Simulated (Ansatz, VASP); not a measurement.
Two plane-wave programs on TiO2

```
CELL_PARAMETERS angstrom
4.59984 0.00000 0.00000
0.00000 4.59984 0.00000
0.00000 0.00000 2.95921
ATOMIC_POSITIONS crystal
Ti 0.00000 0.00000 0.50000
Ti 0.50000 0.50000 0.00000
O 0.30432 0.30432 0.50000
O 0.19568 0.80432 0.00000
O 0.80432 0.19568 0.00000
O 0.69568 0.69568 0.50000
```

The cell is a database's computed one.

Alike in both runs: task single point; functional revPBE; dispersion D3(BJ); k mesh 6 × 6 × 9; occupations fermi-dirac, width 0.05 eV; no spin polarisation.

|  | VASP | Ansatz |
| --- | --- | --- |
| version | VASP 6.6.1 | Ansatz 0.2.0 |
| potentials or method | VASP PAW PBE potentials, release 64 (Ti_sv, O) | Ansatz PAW |
| plane-wave cutoff (eV) | 520 | 420 |
| valence electrons in the cell | 48 | 48 |

Ansatz gave:

- gap on the k mesh at the Fermi level (eV): 1.89
- least direct gap on the mesh (eV): 1.89
- pressure (GPa): 0.1
- largest component of the traceless stress (GPa): 0.28
- rms of the force components (eV/Å): 0.015
- dispersion energy (meV/atom): -482.4

Question: Which values does VASP return?

Answer: gap on the k mesh at the Fermi level (eV): 1.87; least direct gap on the mesh (eV): 1.87; pressure (GPa): 0.8; largest component of the traceless stress (GPa): 0.11; rms of the force components (eV/Å): 0.026; dispersion energy (meV/atom): -482.3.

Atom by atom the forces differ by 0.011 eV/Å (rms over components).

Caveats: the PAW data sets were made with another functional, which shifts forces and pressure a little (VASP); an odd mesh through Γ misses points on the zone boundary, where band edges often lie (VASP); odd divisions of the mesh miss points on the zone boundary, where band edges often lie, so the gap on the mesh can be too wide (Ansatz); the pressure holds a Pulay correction of +0.7 GPa for the finite cutoff (Ansatz); the PAW data sets come from PBE, with cores solved anew for the run's functional, which leaves a small shift of forces and pressure (Ansatz).
